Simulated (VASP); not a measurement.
# Cu (Fm-3m) in VASP: further runs, part 2 of 2

VASP 6.6.1. The steps go on from the part before.

### Step 5. Relaxation of cell and atoms, PBE

The input, INCAR:

```
PREC     = Accurate       # precision mode
ENCUT    = 600            # plane-wave cutoff, eV
EDIFF    = 1E-6           # SCF threshold, eV
ISMEAR   = -1             # smearing method
SIGMA    = 0.05           # smearing width, eV
LREAL    = False          # projectors in reciprocal space
LASPH    = True           # aspherical terms in the spheres
NELM     = 100            # most SCF steps
ALGO     = Normal         # electronic algorithm
ISIF     = 3              # what is computed and relaxed
LWAVE    = False          # write WAVECAR
LCHARG   = False          # write CHGCAR
GGA      = PE             # functional
IBRION   = 2              # ionic algorithm
NSW      = 60             # ionic steps
EDIFFG   = -0.02          # ionic threshold
```

The input, KPOINTS:

```
Automatic mesh
0
Gamma
  13 13 13
```

The input, POSCAR:

```
Cu
1.0
    0.0000000000      1.8075000000      1.8075000000
    1.8075000000      0.0000000000      1.8075000000
    1.8075000000      1.8075000000      0.0000000000
Cu
1
Direct
    0.0000000000      0.0000000000      0.0000000000
```

Potentials or basis: VASP PAW PBE potentials, release 64 (Cu_pv).

Launch:

```bash
cat potpaw_PBE.64/Cu_pv/POTCAR > POTCAR
mpirun -np 1 vasp_std > vasp.out
```

OUTCAR:

```text
PREC = Accurate
   ENCUT = 600
   EDIFF = 1E-6
   ISMEAR = -1
   LREAL = False
   LASPH = True
   NELM = 100
   ISIF = 3
   GGA = PE
   IBRION = 2
   NSW = 60
   EDIFFG = -0.02

 ion  position               nearest neighbor table
   1  0.000  0.000  0.000-

  LATTYP: Found a face centered cubic cell.
 ALAT       =     3.6150000000

  Lattice vectors:

 A1 = (   0.0000000000,   1.8075000000,   1.8075000000)
 A2 = (   1.8075000000,   0.0000000000,   1.8075000000)
 A3 = (   1.8075000000,   1.8075000000,   0.0000000000)

Analysis of symmetry for initial positions (statically):
=====================================================================
 Subroutine PRICEL returns:
 Original cell was already a primitive cell.

 Routine SETGRP: Setting up the symmetry group for a
 face centered cubic supercell.

 Subroutine GETGRP returns: Found 48 space group operations
 (whereof 48 operations were pure point group operations)
 out of a pool of 48 trial point group operations.

The static configuration has the point symmetry O_h .

Analysis of symmetry for dynamics (positions and initial velocities):
=====================================================================
 Subroutine PRICEL returns:
 Original cell was already a primitive cell.

 Routine SETGRP: Setting up the symmetry group for a
 face centered cubic supercell.

 Subroutine GETGRP returns: Found 48 space group operations
 (whereof 48 operations were pure point group operations)
 out of a pool of 48 trial point group operations.

[... 221 lines left out ...]
  ext. energy  EPLUGINS =         0.00000000
  ---------------------------------------------------
  free energy    TOTEN  =        -3.75062153 eV

  energy without entropy =       -3.74790238  energy(sigma->0) =       -3.74926196

 E-fermi :   7.0289     XC(G=0): -13.1185

 val. band max:        6.8421364018   @ k =   0.4615   0.2308   0.0000
 cond. band min:       7.0413724535   @ k =   0.4615   0.3077   0.0000
 fundamental gap:      0.1992360517
 Fermi energy:         7.0289422260

 k-point     1 :       0.0000    0.0000    0.0000
  band No.  band energies     occupation
      1     -63.0670      2.00000
      2     -63.0670      2.00000
      3     -63.0670      2.00000
      4      -2.5127      2.00000
      5       3.8507      2.00000
      6       3.8507      2.00000
      7       3.8507      2.00000
      8       4.6752      2.00000
      9       4.6752      2.00000
     10      29.5884      0.00000
     11      32.1951      0.00000
     12      32.1951      0.00000
[... 331 lines left out ...]
 k-point    24 :       0.4615    0.1538    0.0000
  band No.  band energies     occupation
      1     -63.1589      2.00000
      2     -63.0933      2.00000
      3     -63.0876      2.00000
      4       2.0352      2.00000
      5       3.4888      2.00000
      6       3.8541      2.00000
      7       4.1267      2.00000
      8       5.2618      2.00000
      9       6.5232      1.99992
     10      12.9010      0.00000
     11      23.7215      0.00000
     12      25.0569      0.00000

 [... further k-points ...]

------------------------ aborting loop because EDIFF is reached ----------------------------------------

  FORCE on cell =-STRESS in cart. coord.  units (eV):
  Direction    XX          YY          ZZ          XY          YZ          ZX
  --------------------------------------------------------------------------------------
  -------------------------------------------------------------------------------------
  Total       -0.0008639     -0.0008639     -0.0008639      0.0000000      0.0000000     -0.0000000
  in kB       -0.1167737     -0.1167737     -0.1167737      0.0000000      0.0000000     -0.0000000
  external PRESSURE =      -0.1167737 kB  Pullay stress =       0.0000000 kB
[... 16 lines left out ...]
  FREE ENERGIE OF THE ION-ELECTRON SYSTEM (eV)
  ---------------------------------------------------
  free  energy   TOTEN  =        -3.7506215296 eV

  energy  without entropy=       -3.7479023808  energy(sigma->0) =       -3.74926196

 reached required accuracy - stopping structural energy minimisation
```

OSZICAR:

```text
N       E                     dE             d eps       ncg     rms          rms(c)
DAV:   1     0.134211331923E+03    0.13421E+03   -0.12863E+04  2112   0.228E+03
DAV:   2    -0.209889831907E+01   -0.13631E+03   -0.13004E+03  2028   0.477E+02
DAV:   3    -0.460632420140E+01   -0.25074E+01   -0.24892E+01  2240   0.804E+01
DAV:   4    -0.463587890770E+01   -0.29555E-01   -0.29548E-01  2252   0.822E+00
[... 17 lines left out ...]
DAV:   1    -0.375426064429E+01   -0.36679E-02   -0.28702E-02  2032   0.416E+00    0.609E-01
DAV:   2    -0.375220695383E+01    0.20537E-02   -0.24676E-02  2052   0.391E+00    0.415E-01
DAV:   3    -0.375068978590E+01    0.15172E-02   -0.44247E-03  2060   0.165E+00    0.741E-02
DAV:   4    -0.375062206880E+01    0.67717E-04   -0.30777E-05  2136   0.724E-02    0.102E-02
DAV:   5    -0.375062152961E+01    0.53919E-06   -0.12356E-06  1640   0.196E-02
   3 F= -.37506215E+01 E0= -.37492620E+01  d E =-.692212E-04
```

CONTCAR:

```text
Cu
   1.00000000000000
     0.0000000000000000    1.8096451272392451    1.8096451272392451
     1.8096451272392451   -0.0000000000000000    1.8096451272392451
     1.8096451272392451    1.8096451272392451   -0.0000000000000000
  Cu
     1
Direct
     0.0000000000000000    0.0000000000000000    0.0000000000000000

  0.00000000E+00  0.00000000E+00  0.00000000E+00
```

Wall time 14 s (1 thread of AMD EPYC 9R45 (Zen 5), shared host); peak memory 0.1 GiB.

What came out:

| Quantity | Value |
| --- | --- |
| Free energy | -3.7506 eV |
| Relaxed volume | 11.85 Å³/atom |
| Relaxed cell | a = 2.559 Å, b = 2.559 Å, c = 2.559 Å, α = 60.00°, β = 60.00°, γ = 60.00° |
| Space group after relaxing (to 0.05 Å) | Fm-3m (No. 225) |
| Energy gained by relaxing | 0.1 meV/atom |
| Ionic steps | 3 |
| Pressure after relaxing | 0.0 GPa |
| Band gap on the k mesh | none (metal or under the smearing width) |

Final structure:
```
CELL_PARAMETERS angstrom
0.00000 1.80965 1.80965
1.80965 0.00000 1.80965
1.80965 1.80965 0.00000
ATOMIC_POSITIONS crystal
Cu 0.00000 0.00000 0.00000
```

PBE usually gives volumes a little too large and moduli too small. Zero-point motion and thermal expansion aren't in these numbers.

### Step 6. For comparison

An earlier run on the cell as given: functional PBE; potentials or basis VASP PAW PBE potentials, release 64 (Cu); cutoff 520 eV; k mesh 13 × 13 × 13; occupations fermi-dirac, width 0.05 eV; no spin polarisation.

* Pressure: 2.2 GPa
* Band gap on the k mesh: none (metal or under the smearing width)

### Step 7. Overview

```tsv
task	level	potentials or basis	cell	k mesh	cutoff (eV)	smearing	grid for exact exchange (PRECFOCK)	screening parameter	mesh quality	gap on the mesh (eV)	pressure (GPa)	relaxed volume (Å³/atom)
relaxation of cell and atoms	HSE06	VASP PAW PBE potentials, release 64 (Cu)	relaxed	7 × 7 × 7	600	methfessel-paxton 0.1 eV	Fast	0.2 1/A	coarse	none	0.0	12.01
single point	PBE	VASP PAW PBE potentials, release 64 (Cu)	as given	13 × 13 × 13	520	gaussian 0.027 eV	-	-	not flagged	none	2.5	-
relaxation of cell and atoms	PBE	VASP PAW PBE potentials, release 64 (Cu)	relaxed	13 × 13 × 13	580	fermi-dirac 0.05 eV	-	-	not flagged	none	0.0	12.00
relaxation of cell and atoms	PBE	VASP PAW PBE potentials, release 64 (Cu_pv)	relaxed	13 × 13 × 13	600	fermi-dirac 0.05 eV	-	-	not flagged	none	0.0	11.85
single point	PBE	VASP PAW PBE potentials, release 64 (Cu)	as given	13 × 13 × 13	520	fermi-dirac 0.05 eV	-	-	not flagged	none	2.2	-
```

Alike in all rows: no spin polarisation.

Caveats: some runs use coarse meshes; the PAW data sets were made with another functional, which shifts forces and pressure a little (some runs).

Absolute energies hang on the potentials; compare differences alone.
